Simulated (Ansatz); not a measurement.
Crystal: SnO.

```
Sn O
1.0
     3.81370    0.00000    0.00000
     0.00000    3.81370    0.00000
     0.00000    0.00000    4.88691
Sn O
2 2
Cartesian
  1.9068 0.0000 3.7367
  0.0000 1.9068 1.1503
  0.0000 0.0000 0.0000
  1.9068 1.9068 0.0000
```

The cell is a database's computed one.

- Program: Ansatz 0.2.0
- Task: relaxation of cell and atoms
- Functional: BLYP
- Dispersion: D4
- Potentials or basis: Ansatz PAW
- Cutoff: 420 eV (not typed: the program's choice for these potentials)
- k mesh: 7 × 7 × 6
- Occupations: fermi-dirac, width 0.05 eV
- Spin: no spin polarisation

At the start: volume 17.77 Å³/atom.

**Question.** How do energy, volume and symmetry change on relaxing?

**Answer.** It ends after 7 steps and the volume is 18.24 Å³/atom (+2.6 %); space group P4/nmm (No. 129, to 0.05 Å).

Step by step:
```
step  energy change (eV)  largest force (eV/Å)  volume (Å³)
   1              0.0000                0.5826        71.08
   2             -0.0293                0.2232        72.24
   3             -0.0256                0.0835        73.82
   4             -0.0312                0.0008        72.86
   5             -0.0387                0.0012        72.86
   6             -0.0385                0.0006        72.95
   7             -0.0389                0.0004        72.95
```

Final structure:
```cif
data_structure
_symmetry_space_group_name_H-M 'P 1'
_symmetry_Int_Tables_number 1
_cell_length_a 3.8782
_cell_length_b 3.8782
_cell_length_c 4.8505
_cell_angle_alpha 90.000
_cell_angle_beta 90.000
_cell_angle_gamma 90.000
_cell_volume 72.95
loop_
_atom_site_label
_atom_site_type_symbol
_atom_site_fract_x
_atom_site_fract_y
_atom_site_fract_z
_atom_site_occupancy
Sn1 Sn 0.50000 0.00000 0.76082 1
Sn2 Sn 0.00000 0.50000 0.23918 1
O1 O 0.00000 0.00000 0.00000 1
O2 O 0.50000 0.50000 0.00000 1
```

Caveat: the plane-wave basis is chosen anew once the cell has moved, so the energies of steps on either side of that aren't comparable; the pressure holds a Pulay correction of +0.5 GPa for the finite cutoff; the PAW data sets come from PBE, with cores solved anew for the run's functional, which leaves a small shift of forces and pressure.
